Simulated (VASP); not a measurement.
# Cl (Im-3m) in VASP: further runs, part 2 of 2

VASP 6.6.1. Earlier steps stand in the parts before.

## (4) Single point, r2SCAN

This run uses another cell than the first one, of 29.90 Å³/atom, 1.454 times its volume.

File POSCAR:

```
Cl
1.0
    0.0000000000      2.4635761800      2.4635761800
    2.4635761800      0.0000000000      2.4635761800
    2.4635761800      2.4635761800      0.0000000000
Cl
1
Direct
    0.0000000000      0.0000000000      0.0000000000
```

File INCAR.step1:

```
SYSTEM = Cl
  PREC = Accurate
  ENCUT = 520
  ISMEAR = 0
  SIGMA = 0.1
  LREAL = .FALSE.
  LASPH = .TRUE.
  NELM = 100
  NBANDS = 10
  GGA = PE
  ALGO = Normal
  EDIFF = 1E-4
  LWAVE = .TRUE.
  LCHARG = .FALSE.
```

File INCAR.step2:

```
SYSTEM = Cl
  PREC = Accurate
  ENCUT = 520
  EDIFF = 1E-7
  ISMEAR = 0
  SIGMA = 0.1
  LREAL = .FALSE.
  LASPH = .TRUE.
  NELM = 100
  ALGO = Normal
  ISIF = 2
  LWAVE = .FALSE.
  LCHARG = .FALSE.
  METAGGA = R2SCAN
  LMIXTAU = .TRUE.
  NBANDS = 10
  ISTART = 1
```

File KPOINTS:

```
Automatic mesh
0
G
  6 6 6
  0 0 0
```

On the command line:

```sh
$ cat potpaw_PBE.64/Cl/POTCAR > POTCAR
$ cp INCAR.step1 INCAR
$ mpirun -np 1 vasp_std > vasp.out
$ cp INCAR.step2 INCAR
$ mpirun -np 1 vasp_std > vasp.out
```

Run time: 18 s. Hardware: 1 thread of Intel Xeon Platinum 8488C (Sapphire Rapids), shared host; peak memory 0.15 GiB.

Results (log left out):

```
Free energy            : -4.9542 eV
Pressure               : -5.3 GPa
Band gap on the k mesh : none (metal or under the smearing width)
```

Levels at points of the mesh, in eV from the Fermi level:
| k point | band 2 | band 3 | band 4 | band 5 | band 6 | band 7 |
| --- | --- | --- | --- | --- | --- | --- |
| (0.00, 0.00, 0.00) | 0.45 | 0.45 | 0.45 | 9.02 | 14.83 | 14.83 |
| (0.50, 0.00, 0.00) | -2.51 | 0.12 | 0.12 | 10.73 | 14.33 | 14.33 |
| (0.50, 0.50, 0.00) | -2.22 | -0.54 | -0.54 | 9.60 | 11.00 | 17.50 |

Caveat: the k mesh is coarse (spacing up to 0.37 Å⁻¹), so the values aren't converged; the PAW data sets were made with another functional, which shifts forces and pressure a little; an odd number of electrons without spin polarisation forces a metal; a magnetic or distorted state may lie lower.

## (5) Single point, r2SCAN

This run uses another cell than the first one, of 31.29 Å³/atom, 1.521 times its volume.

File POSCAR:

```
Cl
1.0
   -1.9851630425      1.9851630425      1.9851630425
    1.9851630425     -1.9851630425      1.9851630425
    1.9851630425      1.9851630425     -1.9851630425
Cl
1
Direct
    0.0000000000      0.0000000000      0.0000000000
```

File INCAR.step1:

```
ALGO = Normal
EDIFF = 1E-4
ENCUT = 520
GGA = PE
ISMEAR = 0
LASPH = True
LCHARG = False
LREAL = False
LWAVE = True
NBANDS = 10
NELM = 100
PREC = Accurate
SIGMA = 0.1
```

File INCAR.step2:

```
ALGO = Normal
EDIFF = 1E-6
ENCUT = 520
ISIF = 2
ISMEAR = 0
ISTART = 1
LASPH = True
LCHARG = False
LMIXTAU = True
LREAL = False
LWAVE = False
METAGGA = R2SCAN
NBANDS = 10
NELM = 100
PREC = Accurate
SIGMA = 0.1
```

File KPOINTS:

```
k-points
0
Gamma
  6 6 6
```

Potentials or basis: VASP PAW PBE potentials, release 64 (Cl).

On the command line:

```sh
$ cat potpaw_PBE.64/Cl/POTCAR > POTCAR
$ cp INCAR.step1 INCAR
$ mpirun -np 1 vasp_std > vasp.out
$ cp INCAR.step2 INCAR
$ mpirun -np 1 vasp_std > vasp.out
```

OUTCAR:

```text
EDIFF = 1E-6
   ENCUT = 520
   ISIF = 2
   ISMEAR = 0
   ISTART = 1
   LASPH = True
   LREAL = False
   METAGGA = R2SCAN
   NELM = 100
   PREC = Accurate

 ion  position               nearest neighbor table
   1  0.000  0.000  0.000-

  LATTYP: Found a body centered cubic cell.
 ALAT       =     3.9703260850

  Lattice vectors:

 A1 = (  -1.9851630425,   1.9851630425,   1.9851630425)
 A2 = (   1.9851630425,  -1.9851630425,   1.9851630425)
 A3 = (   1.9851630425,   1.9851630425,  -1.9851630425)

Analysis of symmetry for initial positions (statically):
=====================================================================
 Subroutine PRICEL returns:
 Original cell was already a primitive cell.

 Routine SETGRP: Setting up the symmetry group for a
 body centered cubic supercell.

 Subroutine GETGRP returns: Found 48 space group operations
 (whereof 48 operations were pure point group operations)
 out of a pool of 48 trial point group operations.

The static configuration has the point symmetry O_h .

Analysis of symmetry for dynamics (positions and initial velocities):
=====================================================================
 Subroutine PRICEL returns:
 Original cell was already a primitive cell.

 Routine SETGRP: Setting up the symmetry group for a
 body centered cubic supercell.

 Subroutine GETGRP returns: Found 48 space group operations
 (whereof 48 operations were pure point group operations)
 out of a pool of 48 trial point group operations.

The dynamic configuration has the point symmetry O_h .

 Subroutine INISYM returns: Found 48 space group operations
 (whereof 48 operations are pure point group operations),
 and found     1 'primitive' translations

----------------------------------------------------------------------------------------

                                     Primitive cell

  volume of cell :      31.2931

  direct lattice vectors                    reciprocal lattice vectors
    -1.985163042  1.985163042  1.985163042     0.000000000  0.251868481  0.251868481
     1.985163042 -1.985163042  1.985163042     0.251868481  0.000000000  0.251868481
     1.985163042  1.985163042 -1.985163042     0.251868481  0.251868481  0.000000000

  length of vectors
     3.438403251  3.438403251  3.438403251     0.356195822  0.356195822  0.356195822

  position of ions in fractional coordinates (direct lattice)
     0.000000000  0.000000000  0.000000000

  ion indices of the primitive-cell ions
   primitive index   ion index
                 1           1

----------------------------------------------------------------------------------------

 KPOINTS: k-points

Automatic generation of k-mesh.
 Grid dimensions read from file:
 generate k-points for:    6    6    6

 Generating k-lattice:

  Cartesian coordinates                     Fractional coordinates (reciprocal lattice)
     0.000000000  0.041978080  0.041978080     0.166666667  0.000000000  0.000000000
     0.041978080  0.000000000  0.041978080     0.000000000  0.166666667  0.000000000
     0.041978080  0.041978080  0.000000000     0.000000000  0.000000000  0.166666667

  Length of vectors
     0.059365970  0.059365970  0.059365970

  Shift w.r.t. Gamma in fractional coordinates (k-lattice)
     0.000000000  0.000000000  0.000000000

 Subroutine IBZKPT returns following result:
 ===========================================

 Found     16 irreducible k-points:

 Following reciprocal coordinates:
            Coordinates               Weight
  0.000000  0.000000  0.000000      1.000000
  0.166667  0.000000  0.000000     12.000000
  0.333333  0.000000  0.000000     12.000000
  0.500000  0.000000  0.000000      6.000000
  0.166667  0.166667  0.000000     24.000000
  0.333333  0.166667  0.000000     48.000000
[... 8 lines left out ...]
  0.500000  0.500000  0.333333     12.000000
  0.500000  0.500000  0.500000      1.000000
   k-points           NKPTS =     16   k-points in BZ     NKDIM =     16   number of bands    NBANDS=     10
   number of dos      NEDOS =    301   number of ions     NIONS =      1
   total plane-waves  NPLWV =  21952
   dimension x,y,z NGX =    28 NGY =   28 NGZ =   28
   dimension x,y,z NGXF=    56 NGYF=   56 NGZF=   56
   ions per type =               1
   NGX,Y,Z   is equivalent  to a cutoff of  13.54, 13.54, 13.54 a.u.
   NGXF,Y,Z  is equivalent  to a cutoff of  27.08, 27.08, 27.08 a.u.
 SYSTEM =  unknown system
   PREC   = accura    normal or accurate (medium, high low for compatibility)
   ISTART =      1    job   : 0-new  1-cont  2-samecut
   ICHARG =      0    charge: 1-file 2-atom 10-const
   ISPIN  =      1    spin polarized calculation?
   LNONCOLLINEAR =      F non collinear calculations
   LSORBIT =      F    spin-orbit coupling
   LASPH  =      T    aspherical Exc in radial PAW
   ENCUT  =  520.0 eV  38.22 Ry    6.18 a.u.   6.39  6.39  6.39*2*pi/ulx,y,z
   NELM   =    100;   NELMIN=  2; NELMDL=  0     # of ELM steps
   EDIFF  = 0.1E-05   stopping-criterion for ELM
   LREAL  =      F    real-space projection
[... 7 lines left out ...]
   TEBEG  =    0.0;   TEEND  =   0.0 temperature during run
   PSTRESS=    0.0 pullay stress
   NELECT =       7.0000    total number of electrons
   NUPDOWN=      -1.0000    fix difference up-down
   EMIN   =  10.00;   EMAX   =-10.00  energy-range for DOS
   EFERMI =   0.00;   METHOD = LEGACY
   ISMEAR =     0;   SIGMA  =   0.10  broadening in eV -4-tet -1-fermi 0-gaus
   EFERMI_NEDOS =   21; number of points for ismear=-14 and -15
   IALGO  =     38    algorithm
   IMIX   =      4    mixing-type and parameters
     AMIX     =   0.40;   BMIX     =  1.00
     AMIX_MAG =   1.60;   BMIX_MAG =  1.00
  volume/ion in A,a.u.               =      31.29       211.18
  Fermi-wavevector in a.u.,A,eV,Ry     =   0.993782  1.877977 13.437163  0.987604
  Thomas-Fermi vector in A             =   2.125688
   LORBIT       =      0    0 simple, 1 ext, 2 COOP (PROOUT), +10 PAW based schemes
   METAGGA = R2SCAN    functional components
   LHFCALC =     F    Hartree Fock is set to
   AEXX    =    0.0000 exact exchange contribution
   IVDW    =     0    specifies the selected vdW correction
   LEPSILON=     F    determine dielectric tensor
   LRPA    =     F    only Hartree local field effects (RPA)
 non-spin polarized calculation
 Gauss-broadening in eV      SIGMA  =   0.10
  energy-cutoff  :      520.00
  volume of cell :       31.29
 maximum number of plane-waves:       887
 NGX is ok and might be reduce to    28
   NGX = 13   NGY = 13   NGZ = 13

 number of electron       7.0000002 magnetization

 Free energy of the ion-electron system (eV)
  ---------------------------------------------------
  ext. energy  EPLUGINS =         0.00000000
  ---------------------------------------------------
  free energy    TOTEN  =        -4.95832950 eV

  energy without entropy =       -4.94372681  energy(sigma->0) =       -4.95102815

 E-fermi :  -2.2736     XC(G=0):  -8.1574

 val. band max:       -2.3099688996   @ k =   0.3333   0.3333   0.0000
 cond. band min:      -2.2220550222   @ k =   0.3333   0.1667   0.0000
 fundamental gap:      0.0879138774
 Fermi energy:        -2.2736245143

 k-point     1 :       0.0000    0.0000    0.0000
  band No.  band energies     occupation
      1     -16.4384      2.00000
      2      -1.9556      0.00001
      3      -1.9556      0.00001
      4      -1.9556      0.00001
      5       6.4870      0.00000
      6      12.5923      0.00000
      7      12.5923      0.00000
      8      12.5923      0.00000
      9      14.6706      0.00000
     10      14.6706      0.00000

 k-point     2 :       0.1667    0.0000    0.0000
  band No.  band energies     occupation
      1     -16.2866      2.00000
      2      -2.7451      2.00000
      3      -2.1563      0.09718
      4      -1.9760      0.00003
      5       7.4811      0.00000
      6      11.7794      0.00000
      7      11.8305      0.00000
      8      13.6230      0.00000
      9      14.1311      0.00000
     10      14.5687      0.00000
[... 170 lines left out ...]
 k-point    16 :       0.5000    0.5000    0.5000
  band No.  band energies     occupation
      1     -15.3763      2.00000
      2      -3.6092      2.00000
      3      -3.6092      2.00000
      4      -3.6092      2.00000
      5       7.5339      0.00000
      6       7.5339      0.00000
      7      17.4794      0.00000
      8      17.4794      0.00000
      9      17.4794      0.00000
     10      17.9579      0.00000

------------------------ aborting loop because EDIFF is reached ----------------------------------------

  FORCE on cell =-STRESS in cart. coord.  units (eV):
  Direction    XX          YY          ZZ          XY          YZ          ZX
  --------------------------------------------------------------------------------------
  -------------------------------------------------------------------------------------
  Total       -1.0742245     -1.0742245     -1.0742245     -0.0000000      0.0000000     -0.0000000
  in kB      -54.9992922    -54.9992922    -54.9992922     -0.0000000      0.0000000     -0.0000000
  external PRESSURE =     -54.9992922 kB  Pullay stress =       0.0000000 kB

 VOLUME and BASIS-vectors are now :
 -----------------------------------------------------------------------------
  energy-cutoff  :      520.00
  volume of cell :       31.29
      direct lattice vectors                 reciprocal lattice vectors
    -1.985163042  1.985163042  1.985163042     0.000000000  0.251868481  0.251868481
     1.985163042 -1.985163042  1.985163042     0.251868481  0.000000000  0.251868481
     1.985163042  1.985163042 -1.985163042     0.251868481  0.251868481  0.000000000

 POSITION                                       TOTAL-FORCE (eV/Angst)
 -----------------------------------------------------------------------------------
      0.00000      0.00000      0.00000        -0.000000      0.000000      0.000000
 -----------------------------------------------------------------------------------
    total drift:                               -0.000000     -0.000000     -0.000000

  FREE ENERGIE OF THE ION-ELECTRON SYSTEM (eV)
  ---------------------------------------------------
  free  energy   TOTEN  =        -4.9583294978 eV

  energy  without entropy=       -4.9437268103  energy(sigma->0) =       -4.95102815
```

OUTCAR.step1:

```text
EDIFF = 1E-4
   ENCUT = 520
   GGA = PE
   ISMEAR = 0
   LASPH = True
   LREAL = False
[... 413 lines left out ...]

 POSITION                                       TOTAL-FORCE (eV/Angst)
 -----------------------------------------------------------------------------------
      0.00000      0.00000      0.00000        -0.000000     -0.000000     -0.000000
 -----------------------------------------------------------------------------------
    total drift:                                0.000000      0.000000      0.000000

  FREE ENERGIE OF THE ION-ELECTRON SYSTEM (eV)
  ---------------------------------------------------
  free  energy   TOTEN  =        -0.7795333631 eV

  energy  without entropy=       -0.7645539217  energy(sigma->0) =       -0.77204364
```

It took 18 s on 1 thread of Intel Xeon Platinum 8488C (Sapphire Rapids), shared host; peak memory 0.14 GiB.

Results:

```yaml
Free_energy: -4.9583 eV
Pressure: -5.5 GPa
Band_gap_on_the_k_mesh: none (metal or under the smearing width)
```

Caveat: the k mesh is coarse (spacing up to 0.37 Å⁻¹), so the values aren't converged; the PAW data sets were made with another functional, which shifts forces and pressure a little; an odd number of electrons without spin polarisation forces a metal; a magnetic or distorted state may lie lower.

## (6) Summary

```tsv
task	cell	cutoff (eV)	gap on the mesh (eV)	pressure (GPa)
single point	Im-3m, 20.57 Å³/atom	520	none	-0.2
relaxation of cell and atoms	relaxed	600	none	0.0
single point	Fm-3m, 29.9 Å³/atom	520	none	-5.3
single point	Im-3m, 31.29 Å³/atom	520	none	-5.5
```

Alike in all rows: level r2SCAN; potentials or basis VASP PAW PBE potentials, release 64 (Cl); no spin polarisation; k mesh 6 × 6 × 6; smearing gaussian 0.1 eV; the mesh is coarse, so values aren't converged.

Caveats: all runs use coarse meshes; the PAW data sets were made with another functional, which shifts forces and pressure a little; an odd number of electrons without spin polarisation forces a metal; a magnetic or distorted state may lie lower; the volume moved by over 15 % at a fixed basis, so the end points are rough (some runs).

Absolute energies hang on the potentials; compare differences alone.
